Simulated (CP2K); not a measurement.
Runs of CP2K 2026.2 on SnO2. Symmetry: R-3m, No. 166, trigonal system. Conventional cell: a = 3.234 Å, b = 3.234 Å, c = 14.402 Å, α = 90.00°, β = 90.00°, γ = 120.00°. Sn (site symmetry -3m) has 6 O at 2.13 Å as nearest neighbours. O (site symmetry 3m) is surrounded by 3 Sn at 2.13 Å. Measurements of this composition are mostly on another form, of space group No. 136.

```csv
level,potentials or basis,smearing,NGRIDS,points a segment of the path (NPOINTS),bands added on the path,CUTOFF of the grids,gap on the mesh (eV),pressure (GPa),largest force (eV/Å)
LDA,"GTH_POTENTIALS Sn GTH-PADE-q4, O GTH-PADE-q6; TZVP-MOLOPT-PBE-GTH basis",fermi-dirac 0.01 eV,5,6,2,600 Ry,1.61,(d),0.60
r2SCAN,"POTENTIAL_UZH Sn GTH-SCAN-q4, O GTH-SCAN-q6; TZVP-MOLOPT-SCAN-GTH basis",fermi-dirac 0.05 eV,4,8,2,850 Ry,2.20,(c),1.37
PBE,"POTENTIAL_UZH Sn GTH-PBE-q4, O GTH-PBE-q6; TZVP-MOLOPT-PBE-GTH basis",fermi-dirac 0.1 eV,4,8,4,600 Ry,(a),2.9,0.16
PBEsol,"POTENTIAL_UZH Sn GTH-PBE-q4, O GTH-PBE-q6; TZVP-MOLOPT-PBE-GTH basis",fermi-dirac 0.0259 eV,5,6,2,600 Ry,1.70,1.7,0.16
TB-mBJ,"POTENTIAL_UZH Sn GTH-PBE-q4, O GTH-PBE-q6; TZVP-MOLOPT-PBE-GTH basis",fermi-dirac 0.1 eV,5,8,2,850 Ry,(b),-,-
```

Alike in all rows: task band structure; no spin polarisation; cell as given; k mesh 10 × 10 × 10.

Task: Fill in the values left out.

Result: (a) 1.76; (b) 2.62; (c) -18.1; (d) -9.4.

Caveats: spin-orbit coupling is left out, which moves the levels of the heavy elements; the basis of atomic orbitals isn't converged, which shifts pressures, moduli and gaps; the potentials were made for another functional, which shifts forces and pressure (some runs); so large a pressure means that the cell lies far from this level's equilibrium, or that cutoff or potentials fall short (some runs); forces of over 1 eV/Å show positions far from the minimum, so gaps and moduli don't describe the material at rest (some runs); this is a model potential without an energy functional, so only levels have meaning (some runs).

A k mesh can miss the band edges, and the runs leave out spin-orbit coupling on Sn.
